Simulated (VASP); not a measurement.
# BAs (F-43m) in VASP: settings compared, part 2 of 3

VASP 6.6.1. Earlier steps stand in the parts before.

**3. Phonons, PBEsol**

This run uses another cell than the first one, of 12.21 Å³/atom, 0.891 times its volume.

POSCAR reads:

```
BAs
1.0
    0.0000000000      2.3027147961      2.3027147961
    2.3027147961     -0.0000000000      2.3027147961
    2.3027147961      2.3027147961      0.0000000000
  B               As
     1     1
Direct
     0.0000000000000000    0.0000000000000000    0.0000000000000000
     0.2500000000000000    0.2500000000000000    0.2500000000000000
```

INCAR.step1 reads:

```
  PREC = Accurate
  ENCUT = 600
  EDIFF = 1E-8
  ISMEAR = 0
  SIGMA = 0.03
  LREAL = F
  LASPH = T
  NELM = 80
  ALGO = Normal
  ISIF = 3
  LWAVE = F
  LCHARG = F
  GGA = PS
  PSTRESS = 194.0
  IBRION = 2
  NSW = 40
  EDIFFG = -0.002
```

INCAR.step2 reads:

```
  PREC = Accurate
  ENCUT = 600
  EDIFF = 1E-8
  ISMEAR = 0
  SIGMA = 0.03
  LREAL = F
  LASPH = T
  NELM = 80
  ALGO = Normal
  ISIF = 2
  LWAVE = F
  LCHARG = F
  GGA = PS
  PSTRESS = 194.0
  IBRION = 6
  NFREE = 2
  POTIM = 0.015
  NSW = 1
```

KPOINTS reads:

```
Automatic mesh
0
Gamma
  10 10 10
```

Potentials or basis: VASP PAW PBE potentials, release 64 (B, As).

The run is started by

```bash
$ cat potpaw_PBE.64/B/POTCAR potpaw_PBE.64/As/POTCAR > POTCAR
$ cp INCAR.step1 INCAR
$ mpirun -np 1 vasp_std > vasp.out
$ cp CONTCAR POSCAR
$ cp INCAR.step2 INCAR
$ mpirun -np 1 vasp_std > vasp.out
```

OUTCAR:

```text
PREC = Accurate
   ENCUT = 600
   EDIFF = 1E-8
   ISMEAR = 0
   LREAL = F
   LASPH = T
   NELM = 80
   ISIF = 2
   GGA = PS
   PSTRESS = 194.0
   IBRION = 6
   NFREE = 2
   POTIM = 0.015
   NSW = 1

 ion  position               nearest neighbor table
   1  0.000  0.000  0.000-   2 1.99   2 1.99   2 1.99   2 1.99
   2  0.250  0.250  0.250-   1 1.99   1 1.99   1 1.99   1 1.99

  LATTYP: Found a face centered cubic cell.
 ALAT       =     4.6054295922

  Lattice vectors:

 A1 = (   0.0000000000,   2.3027147961,   2.3027147961)
 A2 = (   2.3027147961,   0.0000000000,   2.3027147961)
 A3 = (   2.3027147961,   2.3027147961,   0.0000000000)

Analysis of symmetry for initial positions (statically):
=====================================================================
 Subroutine PRICEL returns:
 Original cell was already a primitive cell.

 Routine SETGRP: Setting up the symmetry group for a
 face centered cubic supercell.

 Subroutine GETGRP returns: Found 24 space group operations
 (whereof 24 operations were pure point group operations)
 out of a pool of 48 trial point group operations.

The static configuration has the point symmetry T_d .

Analysis of symmetry for dynamics (positions and initial velocities):
=====================================================================
 Subroutine PRICEL returns:
 Original cell was already a primitive cell.

 Routine SETGRP: Setting up the symmetry group for a
 face centered cubic supercell.

 Subroutine GETGRP returns: Found 24 space group operations
 (whereof 24 operations were pure point group operations)
 out of a pool of 48 trial point group operations.

The dynamic configuration has the point symmetry T_d .

 Subroutine INISYM returns: Found 24 space group operations
 (whereof 24 operations are pure point group operations),
 and found     1 'primitive' translations

----------------------------------------------------------------------------------------

                                     Primitive cell

  volume of cell :      24.4203

  direct lattice vectors                    reciprocal lattice vectors
     0.000000000  2.302714796  2.302714796    -0.217135010  0.217135010  0.217135010
     2.302714796  0.000000000  2.302714796     0.217135010 -0.217135010  0.217135010
     2.302714796  2.302714796  0.000000000     0.217135010  0.217135010 -0.217135010

  length of vectors
     3.256530495  3.256530495  3.256530495     0.376088869  0.376088869  0.376088869

  position of ions in fractional coordinates (direct lattice)
     0.000000000  0.000000000  0.000000000
     0.250000000  0.250000000  0.250000000

  ion indices of the primitive-cell ions
   primitive index   ion index
[... 99 lines left out ...]
   GGA     = PS    functional components
   LHFCALC =     F    Hartree Fock is set to
   AEXX    =    0.0000 exact exchange contribution
   IVDW    =     0    specifies the selected vdW correction
   LEPSILON=     F    determine dielectric tensor
   LRPA    =     F    only Hartree local field effects (RPA)
 finite differences with symmetry
 non-spin polarized calculation
 Gauss-broadening in eV      SIGMA  =   0.03
  energy-cutoff  :      600.00
  volume of cell :       24.42
 maximum number of plane-waves:       869
 NGX is ok and might be reduce to    28
   NGX = 13   NGY = 13   NGZ = 13

--------------------------------------- Ionic step        1  -------------------------------------------

 number of electron       8.0000000 magnetization

 Free energy of the ion-electron system (eV)
  ---------------------------------------------------
  ext. energy  EPLUGINS =         0.00000000
  ---------------------------------------------------
  free energy    TOTEN  =       -12.04730280 eV

  energy without entropy =      -12.04730280  energy(sigma->0) =      -12.04730280

------------------------ aborting loop because EDIFF is reached ----------------------------------------

  FORCE on cell =-STRESS in cart. coord.  units (eV):
  Direction    XX          YY          ZZ          XY          YZ          ZX
  --------------------------------------------------------------------------------------
  -------------------------------------------------------------------------------------
  Total        2.9579363      2.9579363      2.9579363      0.0000000      0.0000000     -0.0000000
  in kB      194.0657720    194.0657720    194.0657720      0.0000000      0.0000000     -0.0000000
  external PRESSURE =       0.0657720 kB  Pullay stress =     194.0000000 kB
[... 139 lines left out ...]
--------------------------------------- Ionic step        5  -------------------------------------------

 number of electron       8.0000000 magnetization

 Free energy of the ion-electron system (eV)
  ---------------------------------------------------
  ext. energy  EPLUGINS =         0.00000000
  ---------------------------------------------------
  free energy    TOTEN  =       -12.04497233 eV

  energy without entropy =      -12.04497233  energy(sigma->0) =      -12.04497233

 E-fermi :   7.6336     XC(G=0): -11.2032

 val. band max:        7.4226002233   @ k =   0.0000   0.0000   0.0000
 cond. band min:       8.2700582055   @ k =   0.0000   0.4000   0.4000
 fundamental gap:      0.8474579821
 Fermi energy:         7.6335909411

 k-point     1 :       0.0000    0.0000    0.0000
  band No.  band energies     occupation
      1      -9.1796      2.00000
      2       7.1973      2.00000
      3       7.3113      2.00000
      4       7.4226      2.00000
      5      10.6129      0.00000
      6      10.6960      0.00000
      7      10.7821      0.00000
      8      13.4216      0.00000
[... 243 lines left out ...]
 k-point    24 :       0.4000    0.3000    0.0000
  band No.  band energies     occupation
      1      -6.2223      2.00000
      2       0.5142      2.00000
      3       2.8569      2.00000
      4       3.3842      2.00000
      5       8.8494      0.00000
      6      10.6108      0.00000
      7      16.9369      0.00000
      8      17.1150      0.00000

 [... further k-points ...]
[... 5 lines left out ...]
  --------------------------------------------------------------------------------------
  -------------------------------------------------------------------------------------
  Total        2.9575467      2.9630397      2.9630397      0.0000000      0.1923879      0.0000000
  in kB      194.0402105    194.4006007    194.4006007      0.0000000     12.6222791      0.0000000
  external PRESSURE =       0.2804706 kB  Pullay stress =     194.0000000 kB
[... 21 lines left out ...]
  energy  without entropy=      -12.0449723318  energy(sigma->0) =      -12.04497233

  enthalpy is  TOTEN    =        -9.0880385579 eV   P V=        2.9569337739

 INTERNAL STRAIN TENSORS FROM DISPLACED ATOMS
 ============================================

 INTERNAL STRAIN TENSOR FOR ION    1 for displacements in x,y,z  (eV/Angst):
          X           Y           Z          XY          YZ          ZX
  --------------------------------------------------------------------------------
  x     0.00000    -0.00000    -0.00000     0.00000    12.83643     0.00000
  y    -0.00000     0.00000    -0.00000     0.00000     0.00000    12.83643
  z    -0.00000    -0.00000     0.00000    12.83643     0.00000     0.00000

 INTERNAL STRAIN TENSOR FOR ION    2 for displacements in x,y,z  (eV/Angst):
          X           Y           Z          XY          YZ          ZX
  --------------------------------------------------------------------------------
  x     0.00000     0.00000     0.00000     0.00000   -12.82470     0.00000
  y    -0.00000     0.00000    -0.00000     0.00000     0.00000   -12.82470
  z     0.00000     0.00000     0.00000   -12.82470     0.00000     0.00000

 Eigenvectors and eigenvalues of the dynamical matrix
 ----------------------------------------------------

   1 f  =   23.148768 THz   145.448001 2PiTHz  772.159796 cm-1    95.735570 meV
             X         Y         Z           dx          dy          dz
      0.000000  0.000000  0.000000     0.934830   -0.000000    0.000000
      1.151357  1.151357  1.151357    -0.355097    0.000000    0.000000
[... 21 lines left out ...]
   6 f/i=    0.000251 THz     0.001574 2PiTHz    0.008357 cm-1     0.001036 meV
             X         Y         Z           dx          dy          dz
      0.000000  0.000000  0.000000    -0.026367    0.230487    0.268838
      1.151357  1.151357  1.151357    -0.069413    0.606782    0.707746

 ELASTIC MODULI CONTR FROM IONIC RELAXATION (kBar)
 Direction    XX          YY          ZZ          XY          YZ          ZX
 --------------------------------------------------------------------------------
 XX          -0.0000     -0.0000     -0.0000      0.0000     -0.0000      0.0000
 YY          -0.0000     -0.0000     -0.0000      0.0000      0.0000     -0.0000
 ZZ          -0.0000     -0.0000     -0.0000      0.0000      0.0000      0.0000
 XY           0.0000      0.0000      0.0000   -521.4119     -0.0000      0.0000
 YZ          -0.0000      0.0000      0.0000     -0.0000   -521.4119      0.0000
 ZX           0.0000     -0.0000      0.0000      0.0000      0.0000   -521.4119
 --------------------------------------------------------------------------------
```

Run time: 1.9 min. Hardware: 1 thread of Intel Xeon Platinum 8259CL at 2.50GHz (Skylake/Cascade Lake), shared host; peak memory 0.23 GiB.

What came out:

| Item | Value |
| --- | --- |
| Highest phonon frequency at Γ, LO-TO splitting left out | 772 cm⁻¹ |

Phonon frequencies in cm⁻¹ (negative: imaginary):
| q point | frequencies |
| --- | --- |
| (0.000, 0.000, 0.000) | 0 0 0 772 772 772 |

Caveat: the PAW data sets were made with another functional, which shifts forces and pressure a little.

**4. Dielectric tensor, PBEsol**

This run uses another cell than the first one, of 12.21 Å³/atom, 0.891 times its volume.

INCAR reads:

```
  PREC = Accurate
  ENCUT = 600
  EDIFF = 1E-8
  ISMEAR = 0
  SIGMA = 0.03
  LREAL = F
  LASPH = T
  NELM = 80
  ALGO = Normal
  ISIF = 2
  LWAVE = F
  LCHARG = F
  GGA = PS
  LEPSILON = T
```

KPOINTS reads:

```
Automatic mesh
0
Monkhorst-Pack
  16 16 16
```

POSCAR reads:

```
BAs                                     
1.0
    0.0000000000      2.3027147961      2.3027147961
    2.3027147961      0.0000000000      2.3027147961
    2.3027147961      2.3027147961      0.0000000000
  B               As            
     1     1
Direct
     0.0000000000000000    0.0000000000000000    0.0000000000000000
     0.2500000000000000    0.2500000000000000    0.2500000000000000
```

Potentials or basis: VASP PAW PBE potentials, release 64 (B, As).

The run is started by

```bash
$ cat potpaw_PBE.64/B/POTCAR potpaw_PBE.64/As/POTCAR > POTCAR
$ mpirun -np 1 vasp_std > vasp.out
```

OUTCAR:

```text
PREC = Accurate
   ENCUT = 600
   EDIFF = 1E-8
   ISMEAR = 0
   LREAL = F
   LASPH = T
   NELM = 80
   ISIF = 2
   GGA = PS
   LEPSILON = T

 ion  position               nearest neighbor table
   1  0.000  0.000  0.000-   2 1.99   2 1.99   2 1.99   2 1.99
   2  0.250  0.250  0.250-   1 1.99   1 1.99   1 1.99   1 1.99

  LATTYP: Found a face centered cubic cell.
 ALAT       =     4.6054295922

  Lattice vectors:

 A1 = (   0.0000000000,   2.3027147961,   2.3027147961)
 A2 = (   2.3027147961,   0.0000000000,   2.3027147961)
 A3 = (   2.3027147961,   2.3027147961,   0.0000000000)

Analysis of symmetry for initial positions (statically):
=====================================================================
 Subroutine PRICEL returns:
 Original cell was already a primitive cell.

 Routine SETGRP: Setting up the symmetry group for a
 face centered cubic supercell.

 Subroutine GETGRP returns: Found 24 space group operations
 (whereof 24 operations were pure point group operations)
 out of a pool of 48 trial point group operations.

The static configuration has the point symmetry T_d .

Analysis of symmetry for dynamics (positions and initial velocities):
=====================================================================
 Subroutine PRICEL returns:
 Original cell was already a primitive cell.

 Routine SETGRP: Setting up the symmetry group for a
 face centered cubic supercell.

 Subroutine GETGRP returns: Found 24 space group operations
 (whereof 24 operations were pure point group operations)
 out of a pool of 48 trial point group operations.

The dynamic configuration has the point symmetry T_d .

 Subroutine INISYM returns: Found 24 space group operations
 (whereof 24 operations are pure point group operations),
 and found     1 'primitive' translations

----------------------------------------------------------------------------------------

                                     Primitive cell

  volume of cell :      24.4203

  direct lattice vectors                    reciprocal lattice vectors
     0.000000000  2.302714796  2.302714796    -0.217135010  0.217135010  0.217135010
     2.302714796  0.000000000  2.302714796     0.217135010 -0.217135010  0.217135010
     2.302714796  2.302714796  0.000000000     0.217135010  0.217135010 -0.217135010

  length of vectors
     3.256530495  3.256530495  3.256530495     0.376088869  0.376088869  0.376088869

  position of ions in fractional coordinates (direct lattice)
     0.000000000  0.000000000  0.000000000
     0.250000000  0.250000000  0.250000000

  ion indices of the primitive-cell ions
   primitive index   ion index
                 1           1
                 2           2

----------------------------------------------------------------------------------------

 KPOINTS: Automatic mesh

Automatic generation of k-mesh.
 Grid dimensions read from file:
[... 373 lines left out ...]
      4       5.0524      2.00000
      5      11.0094      0.00000
      6      12.0286      0.00000
      7      12.6569      0.00000
      8      16.6292      0.00000

 [... further k-points ...]

  FORCE on cell =-STRESS in cart. coord.  units (eV):
  Direction    XX          YY          ZZ          XY          YZ          ZX
  --------------------------------------------------------------------------------------
  -------------------------------------------------------------------------------------
  Total        2.9577857      2.9577857      2.9577857      0.0000000      0.0000000      0.0000000
  in kB      194.0558957    194.0558957    194.0558957      0.0000000      0.0000000      0.0000000
  external PRESSURE =     194.0558957 kB  Pullay stress =       0.0000000 kB

 VOLUME and BASIS-vectors are now :
 -----------------------------------------------------------------------------
  energy-cutoff  :      600.00
  volume of cell :       24.42
      direct lattice vectors                 reciprocal lattice vectors
     0.000000000  2.302714796  2.302714796    -0.217135010  0.217135010  0.217135010
     2.302714796  0.000000000  2.302714796     0.217135010 -0.217135010  0.217135010
     2.302714796  2.302714796  0.000000000     0.217135010  0.217135010 -0.217135010

 POSITION                                       TOTAL-FORCE (eV/Angst)
 -----------------------------------------------------------------------------------
      0.00000      0.00000      0.00000        -0.000000     -0.000000     -0.000000
      1.15136      1.15136      1.15136         0.000000      0.000000      0.000000
 -----------------------------------------------------------------------------------
    total drift:                               -0.000000     -0.000000     -0.000000

  FREE ENERGIE OF THE ION-ELECTRON SYSTEM (eV)
  ---------------------------------------------------
  free  energy   TOTEN  =       -12.0477199814 eV

  energy  without entropy=      -12.0477199814  energy(sigma->0) =      -12.04771998

 HEAD OF MICROSCOPIC STATIC DIELECTRIC TENSOR (INDEPENDENT PARTICLE, excluding Hartree and local field effects)
 ------------------------------------------------------
           9.848878     0.000000    -0.000000
           0.000000     9.848878     0.000000
          -0.000000     0.000000     9.848878
 ------------------------------------------------------

 Free energy of the ion-electron system (eV)
  ---------------------------------------------------
  ---------------------------------------------------
  free energy    TOTEN  =        -0.61106862 eV

  energy without entropy =       -0.61106862

------------------------ aborting loop because EDIFF is reached ----------------------------------------

--------------------------------------- Ionic step        2  -------------------------------------------

------------------------ aborting loop because EDIFF is reached ----------------------------------------

--------------------------------------- Ionic step        3  -------------------------------------------

 Free energy of the ion-electron system (eV)
  ---------------------------------------------------
  ---------------------------------------------------
  free energy    TOTEN  =        -0.61106837 eV

  energy without entropy =       -0.61106837

------------------------ aborting loop because EDIFF is reached ----------------------------------------

 PIEZOELECTRIC TENSOR FIELD DIRECTION 3  (e Angst)
 -----------------------------------------------------------------------------
    -0.00081  0.36719  0.00000           ( -0.00000  0.09406  0.00000)
     0.36719 -0.00081  0.00000           (  0.09406 -0.00000  0.00000)
     0.00000  0.00000  0.00112           (  0.00000  0.00000 -0.00000)

 PIEZOELECTRIC TENSOR FIELD DIRECTION 3  (C/m^2)
 -----------------------------------------------------------------------------
    -0.00053  0.24091  0.00000
     0.24091 -0.00053  0.00000
     0.00000  0.00000  0.00073

 MACROSCOPIC STATIC DIELECTRIC TENSOR (including local field effects in DFT)
 ------------------------------------------------------
           9.508302     0.000000     0.000000
           0.000000     9.508302     0.000000
           0.000000     0.000000     9.508302
 ------------------------------------------------------

 PIEZOELECTRIC TENSOR (including local field effects)  for field in x, y, z        (e  Angst)
          XX          YY          ZZ          XY          YZ          ZX
  --------------------------------------------------------------------------------
  x    -0.00000     0.00000     0.00000    -0.00000     0.36634     0.00000
  y    -0.00000     0.00000    -0.00000     0.00000     0.00000     0.36634
  z     0.00000     0.00000     0.00000     0.36634     0.00000    -0.00000

 PIEZOELECTRIC TENSOR (including local field effects)  for field in x, y, z        (C/m^2)
          XX          YY          ZZ          XY          YZ          ZX
  --------------------------------------------------------------------------------
  x    -0.00000     0.00000     0.00000    -0.00000     0.24035     0.00000
  y    -0.00000     0.00000    -0.00000     0.00000     0.00000     0.24035
  z     0.00000     0.00000     0.00000     0.24035     0.00000    -0.00000

 BORN EFFECTIVE CHARGES (including local field effects) (in |e|, cummulative output)
 ---------------------------------------------------------------------------------
 ion    1
    1    -0.83170     0.00000     0.00000
    2     0.00000    -0.83170     0.00000
    3     0.00000     0.00000    -0.83170
 ion    2
    1     0.83170     0.00000     0.00000
    2     0.00000     0.83170     0.00000
    3     0.00000     0.00000     0.83170
```

Wall time 35 min (1 thread of Intel Xeon Platinum 8259CL at 2.50GHz (Skylake/Cascade Lake), shared host); peak memory 1.4 GiB.

Results:

```
Electronic dielectric tensor (diagonal) : 9.51
Born charges (mean of the diagonal)     : B -0.83; As +0.83 e
```

Levels at points of the mesh, in eV from the valence-band top:
```tsv
k point	band 2	band 3	band 4	band 5	band 6	band 7
(0.03, 0.03, 0.03)	-0.15	0.00	0.00	3.48	3.48	3.49
```

Electronic dielectric tensor:
```
9.51 0.00 0.00
0.00 9.51 0.00
0.00 0.00 9.51
```

Born effective charge tensors (e):
atom 1, B
```
-0.83  0.00  0.00
 0.00 -0.83  0.00
 0.00  0.00 -0.83
```
atom 2, As
```
0.83 0.00 0.00
0.00 0.83 0.00
0.00 0.00 0.83
```

Caveat: the PAW data sets were made with another functional, which shifts forces and pressure a little.

[end of part 2 of 3]
